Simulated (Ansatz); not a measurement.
Calculation for K (diamond type): DFT, PBE, PAW with Ansatz's default frozen-core files, scalar-relativistic (Ansatz 0.2.0). This run: cell relaxed at zero pressure.

The start is a guessed cell of a prototype that needn't be stable.

Command: `ansatz run input.yaml --threads 1 --pin off --max-ram 2048MiB --backend cpu --events-out ev --progress --plain --runs-dir out` It took 16 s on 1 thread of Arm Neoverse V1 (shared host), peak memory 0.44 GiB.

```yaml
crystal:
  lattice:
    - [0.0, 4.5172588256, 4.5172588256]
    - [4.5172588256, 0.0, 4.5172588256]
    - [4.5172588256, 4.5172588256, 0.0]
  atoms:
    - { symbol: K, position: [-0.125, -0.125, -0.125] }
    - { symbol: K, position: [0.125, 0.125, 0.125] }
kpoints:
  mp_grid: { grid: [8, 8, 8] }
scf:
  occupations: { method: fermi_dirac, width: 0.1 }
hamiltonian:
  xc: pbe
  pseudopotentials: { kind: paw }
output:
  forces: true
  stress: true
relax:
  f_tol: 0.005
  max_steps: 40
  cell: {}
```

Output:

```
Engine: ansatz 0.2.0
Pseudopotentials: kind: paw
Pseudopotential: K, paw, valence charge 9, recommended cutoff 420 eV (normal), K.paw.azcp
Functional definition: PBE
  parameter kappa = 0.804
  parameter beta = 0.06672455060314922
  exchange = pbe_x(kappa = kappa, mu = beta*pi^2/3)
  correlation = pbe_c(beta = beta)
Crystal: 2 atoms, lattice volume = 184.355 Å³
Basis set: ecut = 420 eV, 3647 PW (Γ), exchange–correlation on 90×90×90 points (8 copies of the dense FFT grid, shifted against one another)
Bands: 13, of which v1, the nominal top of the filled ones, is band 9 counted from 1 (8 counted from 0)
Symmetry: 48 space group operations
Space group: Fd-3m (ITA 227), of the structure as read, at distance tolerance 5.7e-5 Å
k-points: 29 of 512
Non-local potential: K, projectors of the file, l = 0: 3, l = 1: 2, l = 2: 2
PAW form: soft (Blöchl's): semilocal exchange-correlation on the pseudo side does not see the compensation charge
PAW one-centre angular grid: K, 110 points (default); XC on 64 Gauss nodes
Initial density: superposition of atomic densities (neutral atoms: chi_scale 0, normalization atom), corrected by the library's trained network
Initial wavefunctions: pseudopotential atomic-orbital guess
Functional: x = pbe(κ = 0.804, μ = 0.2195149727645171), c = pbe(β = 0.06672455060314922)
SCF iter   1: F=—  HF=-3074.965184 eV  |F-HF|=—  |Δ(HF+E_count)|=         —  Δρ=1.88e-3  dr2=2.77e-2  ethr=1.77e-3  ⟨swp⟩=5.8  Hψ=2362  notcnv=0
preconditioner: auto → LDOS  [metal: Δε(μ)=0.012 eV  Ē_g=2.321 eV  σ=0.100 eV  W_gap=0.03  n_scr=14 (ndim 8)  ℏωp=3.9 eV  f_vac=0.050  D(μ)=1.53/eV (n_scr^D=8)  β→1.0]
SCF iter   2: F=—  HF=-3074.966256 eV  |F-HF|=—  |Δ(HF+E_count)|=   1.07e-3  Δρ=9.30e-4  dr2=5.98e-3  ethr=1.54e-4  ⟨swp⟩=2.9  Hψ=907  notcnv=0
preconditioner: auto → Kerker (q_TF=auto, 1.851 Å⁻¹)  [metal: Δε(μ)=0.012 eV  Ē_g=2.313 eV  σ=0.100 eV  W_gap=0.03  n_scr=14 (ndim 8)  ℏωp=3.9 eV  f_vac=0.007  D(μ)=1.54/eV (n_scr^D=8)  β→0.5]
SCF iter   3: F=—  HF=-3074.966242 eV  |F-HF|=—  |Δ(HF+E_count)|=   1.35e-5  Δρ=2.98e-4  dr2=6.21e-4  ethr=3.32e-5  ⟨swp⟩=1.0  Hψ=377  notcnv=0
SCF iter   4: F=—  HF=-3074.966283 eV  |F-HF|=—  |Δ(HF+E_count)|=   4.13e-5  Δρ=9.32e-5  dr2=1.57e-5  ethr=3.45e-6  ⟨swp⟩=1.0  Hψ=377  notcnv=0
SCF iter   5: F=—  HF=-3074.966349 eV  |F-HF|=—  |Δ(HF+E_count)|=   6.54e-5  Δρ=1.66e-5  dr2=1.05e-6  ethr=8.73e-8  ⟨swp⟩=2.0  Hψ=427  notcnv=0
SCF iter   6: F=-3074.966351 eV  HF=-3074.966351 eV  |F-HF|=1.14e-7  |Δ(HF+E_count)|=   1.94e-6  Δρ=4.41e-6  dr2=4.78e-8  ethr=5.56e-10  ⟨swp⟩=4.9  Hψ=1297  notcnv=0
SCF 1 converged in 6 iterations: F = -3074.966351 eV  dr2 = 4.78e-8
  greatest PAW one-centre occupation: 0.988 electrons in one spin orbital (limit 2), on the K atom at site 1 (counted from 0), in its partial waves of l = 0
relax step   1: F+E_penalty+E_count = -3074.96635094 eV  Δ(F+E_penalty+E_count) = +0.000e0 eV  max|allowed force component| = 3.469e-18 eV/Å  Δτ_max = 0.0000 Å  P = +0.315 GPa  Ω = 184.355 Å³  (6 SCF iters, dr2 threshold 1.00e-7 eV, accepted)
Crystal: 2 atoms, lattice volume = 187.247 Å³
Basis set: ecut = 420 eV, 3695 PW (Γ), exchange–correlation on 90×90×90 points (8 copies of the dense FFT grid, shifted against one another)
Initial density: handed on by an earlier stage of this run
Initial wavefunctions: those handed on with the density
iter 1 solved again at ethr=2.46e-7 eV; its pass at ethr=3.10e-3 eV (dr2=4.42e-5 eV) is discarded
SCF iter   1: F=—  HF=-3074.971748 eV  |F-HF|=—  |Δ(HF+E_count)|=         —  Δρ=6.82e-5  dr2=4.63e-5  ethr=2.46e-7  ⟨swp⟩=2.2  Hψ=2897  notcnv=0
preconditioner: auto → Kerker (q_TF=auto, 1.847 Å⁻¹)  [metal: Δε(μ)=0.014 eV  Ē_g=2.296 eV  σ=0.100 eV  W_gap=0.03  n_scr=14 (ndim 8)  ℏωp=3.8 eV  f_vac=0.000  D(μ)=1.54/eV (n_scr^D=8)]
SCF iter   2: F=—  HF=-3074.971745 eV  |F-HF|=—  |Δ(HF+E_count)|=   2.92e-6  Δρ=5.20e-5  dr2=2.99e-5  ethr=2.46e-7  ⟨swp⟩=1.0  Hψ=377  notcnv=0
SCF iter   3: F=—  HF=-3074.971740 eV  |F-HF|=—  |Δ(HF+E_count)|=   5.11e-6  Δρ=2.74e-5  dr2=8.68e-6  ethr=1.66e-7  ⟨swp⟩=1.0  Hψ=377  notcnv=0
SCF iter   4: F=-3074.971738 eV  HF=-3074.971738 eV  |F-HF|=2.32e-7  |Δ(HF+E_count)|=   2.09e-6  Δρ=6.24e-6  dr2=1.20e-7  ethr=1.11e-9  ⟨swp⟩=3.0  Hψ=1463  notcnv=0
SCF 2 converged in 4 iterations: F = -3074.971738 eV  dr2 = 1.20e-7
relax step   2: F+E_penalty+E_count = -3074.97173829 eV  Δ(F+E_penalty+E_count) = -5.387e-3 eV  max|allowed force component| = 2.891e-17 eV/Å  Δτ_max = 0.0000 Å  P = +0.283 GPa  Ω = 187.247 Å³  energy of the carried Pulay correction = -5.743e-6 eV  (4 SCF iters, dr2 threshold 2.00e-7 eV, accepted)
Crystal: 2 atoms, lattice volume = 216.560 Å³
Basis set: ecut = 420 eV, 4279 PW (Γ), exchange–correlation on 90×90×90 points (8 copies of the dense FFT grid, shifted against one another)
iter 1 solved again at ethr=1.76e-5 eV; its pass at ethr=3.10e-3 eV (dr2=3.16e-3 eV) is discarded
SCF iter   1: F=—  HF=-3074.999640 eV  |F-HF|=—  |Δ(HF+E_count)|=         —  Δρ=5.05e-4  dr2=3.23e-3  ethr=1.76e-5  ⟨swp⟩=1.5  Hψ=3015  notcnv=0
preconditioner: auto → Kerker (q_TF=auto, 1.802 Å⁻¹)  [metal: Δε(μ)=0.124 eV  Ē_g=2.192 eV  σ=0.100 eV  W_gap=0.29  n_scr=14 (ndim 8)  ℏωp=3.6 eV  f_vac=0.000  D(μ)=1.56/eV (n_scr^D=8)]
SCF iter   2: F=—  HF=-3074.999367 eV  |F-HF|=—  |Δ(HF+E_count)|=   2.73e-4  Δρ=3.88e-4  dr2=2.13e-3  ethr=1.76e-5  ⟨swp⟩=1.0  Hψ=377  notcnv=0
SCF iter   3: F=—  HF=-3074.998990 eV  |F-HF|=—  |Δ(HF+E_count)|=   3.77e-4  Δρ=2.13e-4  dr2=6.70e-4  ethr=1.18e-5  ⟨swp⟩=1.0  Hψ=377  notcnv=0
SCF iter   4: F=—  HF=-3074.998861 eV  |F-HF|=—  |Δ(HF+E_count)|=   1.29e-4  Δρ=5.35e-5  dr2=1.10e-5  ethr=3.72e-6  ⟨swp⟩=2.0  Hψ=423  notcnv=0
SCF iter   5: F=—  HF=-3074.998933 eV  |F-HF|=—  |Δ(HF+E_count)|=   7.19e-5  Δρ=1.73e-5  dr2=1.64e-6  ethr=6.09e-8  ⟨swp⟩=2.0  Hψ=434  notcnv=0
SCF iter   6: F=-3074.998936 eV  HF=-3074.998936 eV  |F-HF|=1.91e-7  |Δ(HF+E_count)|=   3.40e-6  Δρ=5.20e-6  dr2=6.99e-8  ethr=1.11e-9  ⟨swp⟩=3.0  Hψ=1241  notcnv=0
SCF 3 converged in 6 iterations: F = -3074.998936 eV  dr2 = 6.99e-8
relax step   3: F+E_penalty+E_count = -3074.99893638 eV  Δ(F+E_penalty+E_count) = -2.720e-2 eV  max|allowed force component| = 2.197e-17 eV/Å  Δτ_max = 0.0000 Å  P = +0.038 GPa  Ω = 216.560 Å³  energy of the carried Pulay correction = -5.929e-5 eV  (6 SCF iters, dr2 threshold 2.00e-7 eV, accepted)
[... lines left out ...]
SCF iter   8: F=-3074.999654 eV  HF=-3074.999654 eV  |F-HF|=7.28e-12  |Δ(HF+E_count)|=  1.21e-10  Δρ=3.57e-8  dr2=2.91e-12  ethr=1.00e-12  ⟨swp⟩=5.9  Hψ=1390  notcnv=0
SCF 4 converged in 8 iterations: F = -3074.999654 eV  dr2 = 2.91e-12
relax step   4: F+E_penalty+E_count = -3074.99965419 eV  Δ(F+E_penalty+E_count) = -7.178e-4 eV  max|allowed force component| = 2.082e-17 eV/Å  Δτ_max = 0.0000 Å  P = +0.006 GPa  Ω = 221.953 Å³  energy of the carried Pulay correction = -6.831e-5 eV  (8 SCF iters, accepted)
Basis set: ecut = 420 eV, 4285 PW (Γ), exchange–correlation on 96×96×96 points (8 copies of the dense FFT grid, shifted against one another)
Initial wavefunctions: pseudopotential atomic-orbital guess (no wavefunctions were taken with the density)
iter 1 solved again at ethr=2.16e-8 eV; its pass at ethr=3.10e-3 eV (dr2=3.89e-6 eV) is discarded
SCF iter   1: F=—  HF=-3074.999866 eV  |F-HF|=—  |Δ(HF+E_count)|=         —  Δρ=1.60e-5  dr2=3.58e-8  ethr=2.16e-8  ⟨swp⟩=3.8  Hψ=3773  notcnv=0
preconditioner: auto → Kerker (q_TF=auto, 1.795 Å⁻¹)  [metal: Δε(μ)=0.108 eV  Ē_g=2.173 eV  σ=0.100 eV  W_gap=0.25  n_scr=14 (ndim 8)  ℏωp=3.5 eV  f_vac=0.014  D(μ)=1.57/eV (n_scr^D=0)]
SCF iter   2: F=—  HF=-3074.999826 eV  |F-HF|=—  |Δ(HF+E_count)|=   4.02e-5  Δρ=8.07e-6  dr2=8.64e-9  ethr=1.99e-10  ⟨swp⟩=2.8  Hψ=636  notcnv=0
SCF iter   3: F=—  HF=-3074.999829 eV  |F-HF|=—  |Δ(HF+E_count)|=   3.47e-6  Δρ=4.19e-7  dr2=3.22e-10  ethr=4.80e-11  ⟨swp⟩=2.0  Hψ=610  notcnv=0
SCF iter   4: F=—  HF=-3074.999829 eV  |F-HF|=—  |Δ(HF+E_count)|=   5.80e-9  Δρ=1.08e-7  dr2=1.43e-10  ethr=1.79e-12  ⟨swp⟩=2.1  Hψ=438  notcnv=0
SCF iter   5: F=-3074.999829 eV  HF=-3074.999829 eV  |F-HF|=2.23e-11  |Δ(HF+E_count)|=  7.41e-11  Δρ=3.93e-8  dr2=2.90e-12  ethr=1.00e-12  ⟨swp⟩=3.8  Hψ=1478  notcnv=0
SCF 5 converged in 5 iterations: F = -3074.999829 eV  dr2 = 2.90e-12
relax step   5: F+E_penalty+E_count = -3074.99982910 eV  Δ(F+E_penalty+E_count) = -1.749e-4 eV  max|allowed force component| = 2.197e-17 eV/Å  Δτ_max = 0.0000 Å  P = +0.008 GPa  Ω = 221.953 Å³  stress off target by 7.83e-3 GPa  SCF on the basis re-selected at this cell (its energy is not comparable with the rows above)  (5 SCF iters)
basis re-selected at this cell: Δ(F+E_penalty+E_count) = -1.749e-4 eV, ΔP = +0.002 GPa vs the last step (what re-selecting the basis moved, of the pressure what is left beyond the Pulay correction that the steps carried, after the strain that the cell walked since its last selection, with what the two solves' SCF thresholds leave and, on support functions, any second-order correction that the steps lacked; it is no measure of the basis error at this ecutwfc). The dense FFT grid was sized anew with the basis: this SCF ran on 48×48×48 points, the steps before it on 45×45×45, so part of this shift can come from that change (see relax.cell in the input reference). This SCF's stress stands 7.83e-3 GPa from its target on what of the cell is left free (relax.cell.stress_tol is 5.00e-2 GPa) and its largest allowed force component is 2.20e-17 eV/Å (relax.f_tol is 5.00e-3 eV/Å): within both
SCF converged after 5 iterations
Free energy (F): -3074.999829 eV
Harris-Foulkes:  -3074.999829 eV  (|F-HF|=2.23e-11)
Internal energy: -3074.946910 eV  (E = F + TS)
E sigma→0 (E₀):  -3074.973369 eV
Entropy (-TS):   -0.052919 eV (-26.460 meV/atom)
Fermi energy:    0.436891 eV
--- Per-component energies (eV) ---
  E_band       = -316.791237
  E_kinetic    = 503.411082
  E_local      = -1777.246657  (includes V_loc(G=0)·N_el)
  E_nonlocal   = 26.207590
  E_hartree    = 656.872114
  E_xc         = -266.715203
  E_vxc        = -325.027421  (∫ρ·V_xc dr)
  E_paw        = -1563.752385  (= ΣΔE_a)
  E_vpaw       = -57.880001  (= ΣTr[D̂ρ^β])
  E_aug_tail   = -0.000007  (compensation charges beyond the density's cutoff)
  E_ewald      = -653.723444
  E_smearing   = -0.052919  (= −TS)
  E_closure    = 0.000000  (closes the sum)
  Σ components = -3074.999829   (vs F -3074.999829, Δ=0.00e0)
--- Forces (eV/Å), atoms counted from 1 ---
  atom   1  K      0.00000000     0.00000000     0.00000000
  atom   2  K     -0.00000000    -0.00000000    -0.00000000
  max |Σ_I F_I| component: 9.25e-18 eV/Å
--- Stress (GPa, compression-positive) ---
        0.007834       0.000000       0.000000
        0.000000       0.007834       0.000000
        0.000000      -0.000000       0.007834
  P = ⅓ Tr σ = 0.0078 GPa (0.078 kbar)
--- Relaxed structure (4 steps of the walk, 4 accepted, 1 SCFs on fresh bases) ---
  F+E_penalty+E_count = -3074.99982910 eV   max|allowed force component| = 2.197e-17 eV/Å   (the final SCF, on the basis selected at the relaxed cell)
  cell:  # Å, volume = 221.9527 Å³
    - [-7.64305804934338e-35, 4.805553945951436, 4.805553945951436]
    - [4.805553945951436, 3.60497571327363e-33, 4.805553945951436]
    - [4.805553945951436, 4.805553945951436, 2.891623628668247e-33]
  atoms:
    - { symbol: K, position: [-0.125, -0.125, -0.125] }
    - { symbol: K, position: [0.125, 0.125, 0.125] }
```

Next run (the series' base cell), as changes to the input before:

```diff
   lattice:
-    - [0.0, 4.5172588256, 4.5172588256]
-    - [4.5172588256, 0.0, 4.5172588256]
-    - [4.5172588256, 4.5172588256, 0.0]
+    - [0.0, 4.805553946, 4.805553946]
+    - [4.805553946, 0.0, 4.805553946]
+    - [4.805553946, 4.805553946, 0.0]
   atoms:
   mp_grid: { grid: [8, 8, 8] }
+  band_path:
+    path:
+      - [0.0, 0.0, 0.0]
+      - [0.5, 0.0, 0.5]
+      - [0.625, 0.25, 0.625]
+      - [0.375, 0.375, 0.75]
+      - [0.0, 0.0, 0.0]
+      - [0.5, 0.5, 0.5]
+      - [0.5, 0.25, 0.75]
+      - [0.5, 0.0, 0.5]
+    npoints: 8
 scf:
   stress: true
-relax:
-  f_tol: 0.005
-  max_steps: 40
-  cell: {}
+  eigenvalues: true
+  populations: true
+  dos: { projected: true, de: 0.2, e_range: [-14, 8] }
```

Command: `ansatz run input.yaml --threads 1 --pin off --max-ram 2048MiB --backend cpu --events-out ev --progress --plain --runs-dir out` It took 7.9 s on 1 thread of Arm Neoverse V1, on a shared host, peak memory 0.42 GiB.

Results part of the output:

```
SCF 1 converged in 7 iterations: F = -3074.999829 eV  dr2 = 2.00e-8
  greatest PAW one-centre occupation: 0.988 electrons in one spin orbital (limit 2), on the K atom at site 1 (counted from 0), in its partial waves of l = 0
NSCF: frozen V_eff on 57 k-points
SCF converged after 7 iterations
Free energy (F): -3074.999829 eV
Harris-Foulkes:  -3074.999829 eV  (|F-HF|=8.38e-8)
Internal energy: -3074.946911 eV  (E = F + TS)
E sigma→0 (E₀):  -3074.973370 eV
Entropy (-TS):   -0.052918 eV (-26.459 meV/atom)
Fermi energy:    0.436854 eV
--- Per-component energies (eV) ---
  E_band       = -316.792003
  E_kinetic    = 503.411585
  E_local      = -1777.248097  (includes V_loc(G=0)·N_el)
  E_nonlocal   = 26.207651
  E_hartree    = 656.873203
  E_xc         = -266.715329
  E_vxc        = -325.027585  (∫ρ·V_xc dr)
  E_paw        = -1563.752474  (= ΣΔE_a)
  E_vpaw       = -57.880001  (= ΣTr[D̂ρ^β])
  E_aug_tail   = -0.000007  (compensation charges beyond the density's cutoff)
  E_ewald      = -653.723444
  E_smearing   = -0.052918  (= −TS)
  E_closure    = -0.000000  (closes the sum)
  Σ components = -3074.999829   (vs F -3074.999829, Δ=0.00e0)
--- Forces (eV/Å), atoms counted from 1 ---
  atom   1  K      0.00000000     0.00000000     0.00000000
  atom   2  K     -0.00000000    -0.00000000     0.00000000
  max |Σ_I F_I| component: 9.25e-18 eV/Å
--- Stress (GPa, compression-positive) ---
        0.007850      -0.000000       0.000000
       -0.000000       0.007850       0.000000
        0.000000       0.000000       0.007850
  P = ⅓ Tr σ = 0.0078 GPa (0.078 kbar)
--- Band table (eV; the first three rows and the last of 29) ---
  k-point 0: bands = ["-32.1667", "-32.1539", "-15.6692", "-15.6692", "-15.6692", "-15.6105", "-15.6105", "-15.6105", "-1.2251", "2.7976", "2.7976", "2.7976", "3.1043"]
  k-point 1: bands = ["-32.1663", "-32.1543", "-15.6702", "-15.6702", "-15.6689", "-15.6110", "-15.6096", "-15.6096", "-1.1423", "2.3306", "2.7324", "2.7324", "3.0923"]
  k-point 2: bands = ["-32.1653", "-32.1553", "-15.6723", "-15.6723", "-15.6681", "-15.6123", "-15.6075", "-15.6075", "-0.8981", "1.5614", "2.6485", "2.6485", "2.9765"]
  k-point 28: bands = ["-32.1603", "-32.1603", "-15.6813", "-15.6813", "-15.6404", "-15.6404", "-15.5990", "-15.5990", "0.6715", "0.6715", "1.1033", "1.1033", "3.2601"]
--- Löwdin populations: 2 sites ---
  site symbol       q [e]
     0      K      8.9495
     1      K      8.9495
  spilling = 0.005616 (of n_electrons = 18.000000)
```

Next run (volume at 0.92 of the series' base cell), as changes to the input before:

```diff
   lattice:
-    - [0.0, 4.805553946, 4.805553946]
-    - [4.805553946, 0.0, 4.805553946]
-    - [4.805553946, 4.805553946, 0.0]
+    - [0.0, 4.6738280716, 4.6738280716]
+    - [4.6738280716, 0.0, 4.6738280716]
+    - [4.6738280716, 4.6738280716, 0.0]
   atoms:
   dos: { projected: true, de: 0.2, e_range: [-14, 8] }
+  write_density: true
+  write_potential: true
+  elf: true
+  volumetric_format: npy
```

Command: `ansatz run input.yaml --threads 1 --pin off --max-ram 2048MiB --backend cpu --events-out ev --progress --plain --runs-dir out` It took 8.6 s on 1 thread of Arm Neoverse V1 (shared host), peak memory 0.4 GiB.

Results part of the output:

```
SCF 1 converged in 6 iterations: F = -3074.992835 eV  dr2 = 7.50e-10
  greatest PAW one-centre occupation: 0.988 electrons in one spin orbital (limit 2), on the K atom at site 1 (counted from 0), in its partial waves of l = 0
NSCF: frozen V_eff on 57 k-points
SCF converged after 6 iterations
Free energy (F): -3074.992835 eV
Harris-Foulkes:  -3074.992835 eV  (|F-HF|=3.16e-9)
Internal energy: -3074.940557 eV  (E = F + TS)
E sigma→0 (E₀):  -3074.966696 eV
Entropy (-TS):   -0.052279 eV (-26.139 meV/atom)
Fermi energy:    0.678635 eV
--- Per-component energies (eV) ---
  E_band       = -312.596677
  E_kinetic    = 503.625331
  E_local      = -1744.718706  (includes V_loc(G=0)·N_el)
  E_nonlocal   = 26.253763
  E_hartree    = 642.694244
  E_xc         = -266.872808
  E_vxc        = -325.236549  (∫ρ·V_xc dr)
  E_paw        = -1563.774570  (= ΣΔE_a)
  E_vpaw       = -57.908687  (= ΣTr[D̂ρ^β])
  E_aug_tail   = -0.000007  (compensation charges beyond the density's cutoff)
  E_ewald      = -672.147804
  E_smearing   = -0.052279  (= −TS)
  E_closure    = -0.000000  (closes the sum)
  Σ components = -3074.992835   (vs F -3074.992835, Δ=0.00e0)
--- Forces (eV/Å), atoms counted from 1 ---
  atom   1  K      0.00000000     0.00000000     0.00000000
  atom   2  K     -0.00000000     0.00000000    -0.00000000
  max |Σ_I F_I| component: 5.78e-18 eV/Å
--- Stress (GPa, compression-positive) ---
        0.125088      -0.000000       0.000000
        0.000000       0.125088      -0.000000
       -0.000000      -0.000000       0.125088
  P = ⅓ Tr σ = 0.1251 GPa (1.251 kbar)
--- Band table (eV; the first three rows and the last of 29) ---
  k-point 0: bands = ["-31.9319", "-31.9137", "-15.4421", "-15.4421", "-15.4421", "-15.3668", "-15.3668", "-15.3668", "-1.0842", "3.1087", "3.1087", "3.1087", "3.4258"]
  k-point 1: bands = ["-31.9314", "-31.9142", "-15.4433", "-15.4433", "-15.4417", "-15.3674", "-15.3655", "-15.3655", "-0.9955", "2.6415", "3.0373", "3.0373", "3.4048"]
  k-point 2: bands = ["-31.9300", "-31.9156", "-15.4462", "-15.4462", "-15.4409", "-15.3688", "-15.3627", "-15.3627", "-0.7340", "1.8451", "2.9328", "2.9328", "3.2925"]
  k-point 28: bands = ["-31.9228", "-31.9228", "-15.4581", "-15.4581", "-15.4052", "-15.4052", "-15.3515", "-15.3515", "0.9678", "0.9678", "1.3121", "1.3121", "3.5946"]
--- Löwdin populations: 2 sites ---
  site symbol       q [e]
     0      K      8.9463
     1      K      8.9463
  spilling = 0.005963 (of n_electrons = 18.000000)
```

Next run (volume at 0.84 of the series' base cell), as changes to the input before:

```diff
   lattice:
-    - [0.0, 4.6738280716, 4.6738280716]
-    - [4.6738280716, 0.0, 4.6738280716]
-    - [4.6738280716, 4.6738280716, 0.0]
+    - [0.0, 4.5342265846, 4.5342265846]
+    - [4.5342265846, 0.0, 4.5342265846]
+    - [4.5342265846, 4.5342265846, 0.0]
   atoms:
   mp_grid: { grid: [8, 8, 8] }
-  band_path:
-    path:
-      - [0.0, 0.0, 0.0]
-      - [0.5, 0.0, 0.5]
-      - [0.625, 0.25, 0.625]
-      - [0.375, 0.375, 0.75]
-      - [0.0, 0.0, 0.0]
-      - [0.5, 0.5, 0.5]
-      - [0.5, 0.25, 0.75]
-      - [0.5, 0.0, 0.5]
-    npoints: 8
 scf:
   populations: true
-  dos: { projected: true, de: 0.2, e_range: [-14, 8] }
-  write_density: true
-  write_potential: true
-  elf: true
-  volumetric_format: npy
```

Command: `ansatz run input.yaml --threads 1 --pin off --max-ram 2048MiB --backend cpu --events-out ev --progress --plain --runs-dir out` It took 4.5 s on 1 thread of Arm Neoverse V1, with other jobs on the host, peak memory 0.38 GiB.

Results part of the output:

```
SCF 1 converged in 6 iterations: F = -3074.970299 eV  dr2 = 4.78e-8
  greatest PAW one-centre occupation: 0.988 electrons in one spin orbital (limit 2), on the K atom at site 1 (counted from 0), in its partial waves of l = 0
SCF converged after 6 iterations
Free energy (F): -3074.970299 eV
Harris-Foulkes:  -3074.970298 eV  (|F-HF|=1.14e-7)
Internal energy: -3074.918918 eV  (E = F + TS)
E sigma→0 (E₀):  -3074.944608 eV
Entropy (-TS):   -0.051380 eV (-25.690 meV/atom)
Fermi energy:    0.966166 eV
--- Per-component energies (eV) ---
  E_band       = -307.732532
  E_kinetic    = 503.890597
  E_local      = -1708.323817  (includes V_loc(G=0)·N_el)
  E_nonlocal   = 26.303237
  E_hartree    = 626.911879
  E_xc         = -267.058608
  E_vxc        = -325.483401  (∫ρ·V_xc dr)
  E_paw        = -1563.800053  (= ΣΔE_a)
  E_vpaw       = -57.941262  (= ΣTr[D̂ρ^β])
  E_aug_tail   = -0.000007  (compensation charges beyond the density's cutoff)
  E_ewald      = -692.842145
  E_smearing   = -0.051380  (= −TS)
  E_closure    = 0.000000  (closes the sum)
  Σ components = -3074.970299   (vs F -3074.970299, Δ=0.00e0)
--- Forces (eV/Å), atoms counted from 1 ---
  atom   1  K      0.00000000    -0.00000000     0.00000000
  atom   2  K      0.00000000     0.00000000    -0.00000000
  max |Σ_I F_I| component: 6.94e-18 eV/Å
--- Stress (GPa, compression-positive) ---
        0.291515       0.000000       0.000000
       -0.000000       0.291515       0.000000
        0.000000      -0.000000       0.291515
  P = ⅓ Tr σ = 0.2915 GPa (2.915 kbar)
--- Band table (eV; the first three rows and the last of 29) ---
  k-point 0: bands = ["-31.6618", "-31.6354", "-15.1815", "-15.1815", "-15.1815", "-15.0837", "-15.0837", "-15.0837", "-0.9095", "3.4688", "3.4688", "3.4688", "3.7305"]
  k-point 1: bands = ["-31.6610", "-31.6362", "-15.1832", "-15.1832", "-15.1812", "-15.0844", "-15.0820", "-15.0820", "-0.8139", "3.0067", "3.3830", "3.3830", "3.7358"]
  k-point 2: bands = ["-31.6590", "-31.6382", "-15.1871", "-15.1871", "-15.1806", "-15.0860", "-15.0782", "-15.0782", "-0.5323", "2.1822", "3.2510", "3.2510", "3.6568"]
  k-point 28: bands = ["-31.6486", "-31.6486", "-15.2032", "-15.2032", "-15.1337", "-15.1337", "-15.0630", "-15.0630", "1.3257", "1.3257", "1.5609", "1.5609", "3.9693"]
--- Löwdin populations: 2 sites ---
  site symbol       q [e]
     0      K      8.9426
     1      K      8.9426
  spilling = 0.006374 (of n_electrons = 18.000000)
```
